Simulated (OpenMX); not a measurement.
## HfO2 under changes of volume

One of the cells (11.375 Å³/atom); the others are scaled copies at fixed shape and fractional positions:

```xyz
3
Lattice="0.0000 2.5744 2.5744 2.5744 0.0000 2.5744 2.5744 2.5744 0.0000" Properties=species:S:1:pos:R:3 pbc="T T T"
Hf    0.0000    0.0000    0.0000
O     3.8617    3.8617    3.8617
O     1.2872    1.2872    1.2872
```

Measurements of this composition are mostly on another form, of space group No. 14.

- Program: OpenMX 3.8.5
- Functional: PBE
- Potentials or basis: OpenMX 2013 PBE set, Hf7.0-s3p2d2f1, O6.0-s2p2d1, fixed grid of 32 × 32 × 32 points
- k mesh: 9 × 9 × 9
- Occupations: fermi-dirac, width 0.05 eV
- Spin: no spin polarisation

| volume (Å³/atom) | energy over the lowest point (meV/atom) | gap on the mesh (eV) |
| --- | --- | --- |
| 10.483 | ? | ? |
| 10.706 | 1.41 | 3.98 |
| 10.929 | 0.00 | 3.92 |
| 11.375 | 17.46 | 3.81 |
| 11.598 | 35.10 | 3.76 |
| 11.821 | 57.78 | 3.70 |

Task: What does the run at 10.483 Å³/atom give?

Result: Energy over the lowest point 10.52 meV/atom; gap on the mesh 4.04 eV.

Worked out: A Birch-Murnaghan fit of order 3 (a polynomial in V^(-2/3)) to the other rows has its minimum at 10.86 Å³/atom with B0 = V·E''(V) = 253 GPa and B' = 4.1. It gives 10.63 meV/atom at 10.483 Å³/atom, against the run's 10.52. A straight line through the other rows of the gap, of slope -2.79 eV per unit of ln V, extrapolates to 4.04 eV, against the run's 4.04.

Energies are extrapolated to zero smearing.

Caveats: spin-orbit coupling is left out, which moves the levels of the heavy elements; an odd mesh through Γ misses points on the zone boundary, where band edges often lie; the basis of atomic orbitals isn't converged, which shifts pressures, moduli and gaps.
